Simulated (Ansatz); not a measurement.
**Step by step: La, relaxation of cell and atoms**

Method: Ansatz 0.2.0, DFT, PBE, PAW with Ansatz's default frozen-core files, scalar-relativistic.

Command: `ansatz run input.yaml --threads 1 --pin off --max-ram 2048MiB --backend cpu --events-out ev --progress --plain --runs-dir out` The run took about 17 s on 1 thread of a shared machine.

```yaml
crystal:
  lattice:
    - [0.0, 2.4275564634, 2.4275564634]
    - [2.4275564634, 0.0, 2.4275564634]
    - [2.4275564634, 2.4275564634, 0.0]
  atoms:
    - { symbol: La, position: [0.0, 0.0, 0.0] }
kpoints:
  mp_grid: { grid: [13, 13, 13] }
scf:
  occupations: { method: fermi_dirac, width: 0.08 }
hamiltonian:
  xc: pbe
  pseudopotentials: { kind: paw }
output:
  forces: true
  stress: true
  write_density: true
  write_potential: true
  elf: true
  volumetric_format: npy
relax:
  f_tol: 0.005
  max_steps: 80
  cell: {}
```

Spin–orbit coupling is left out, though it moves levels of the heavy atoms by tenths of an eV or more.

The cell is built from the fcc type as a first guess.

The cutoff is 420 eV; energies and pressures of the walk include the program's estimate of the Pulay term.

Each frame lists the cell vectors (Å), then Cartesian positions (Å); symmetry keeps all forces zero. Free energies count from the first step, -6249.9200 eV.

The walk took 8 evaluations in all; steps that aren't listed are left out.

Step 1: E = 0.0 meV, P = 9.04 GPa

```
cell 0.0000 2.4276 2.4276 2.4276 0.0000 2.4276 2.4276 2.4276 0.0000
La    0.0000    0.0000    0.0000
```

Step 2:

```
cell 0.0000 2.5459 2.5459 2.5459 0.0000 2.5459 2.5459 2.5459 0.0000
La    0.0000    0.0000    0.0000
```

Step 3: E = -188.1 meV, P = 0.65 GPa

```
cell 0.0000 2.6150 2.6150 2.6150 0.0000 2.6150 2.6150 2.6150 0.0000
La    0.0000    0.0000    0.0000
```

Step 4: E = -189.9 meV, P = 0.05 GPa

```
cell 0.0000 2.6351 2.6351 2.6351 0.0000 2.6351 2.6351 2.6351 0.0000
La    0.0000    0.0000    0.0000
```

Step 5: E = -189.9 meV, P = 0.00 GPa

```
cell 0.0000 2.6369 2.6369 2.6369 0.0000 2.6369 2.6369 2.6369 0.0000
La    0.0000    0.0000    0.0000
```

Step 6: E = -191.8 meV, P = 0.12 GPa (the cell of the step before, solved again on a basis chosen afresh, hence the jump)

Give the energy, pressure of step 2.

E = -157.6 meV, P = 3.03 GPa
```
La    0.0000    0.0000    0.0000
```

How does the relaxation end?

It converges, with a = 5.282 Å, b = 5.282 Å, c = 5.282 Å, α = 90.00°, β = 90.00°, γ = 90.00° (conventional cell, space group Fm-3m). The last solve (on a basis chosen afresh for the final cell, so its energy is not quite comparable) gives E = -191.8 meV, P = 0.01 GPa:
```
cell 0.0000 2.6411 2.6411 2.6411 0.0000 2.6411 2.6411 2.6411 0.0000
La    0.0000    0.0000    0.0000
```
